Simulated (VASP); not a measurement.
A run of VASP 6.6.1 is set up as follows.

Contents of INCAR:

```
PREC = Accurate ; ENCUT = 520
EDIFF = 1E-6 ; ISMEAR = 0
SIGMA = 0.02 ; LREAL = False
LASPH = True ; NELM = 60
ALGO = Fast ; ISIF = 2
LWAVE = False ; LCHARG = False
GGA = PE ; NBANDS = 11
```

KPOINTS

```
regular mesh
0
Gamma
  8 8 8
```

POSCAR

```
BeSe
1.0
    0.0000000000      2.5888345887      2.5888345887
    2.5888345887      0.0000000000      2.5888345887
    2.5888345887      2.5888345887      0.0000000000
Be Se
1 1
Direct
    0.0000000000      0.0000000000      0.0000000000
    0.2500000000      0.2500000000      0.2500000000
```

Potentials or basis: VASP PAW PBE potentials, release 64 (Be, Se).

The run is started by

```sh
$ cat potpaw_PBE.64/Be/POTCAR potpaw_PBE.64/Se/POTCAR > POTCAR
$ mpirun -np 1 vasp_std > vasp.out
```

(1) What does it give for the pressure?

(2) Predict the band gap on the k mesh.

Answers

(1) 0.2 GPa.

(2) 2.66 eV, indirect (least direct gap 4.22 eV).
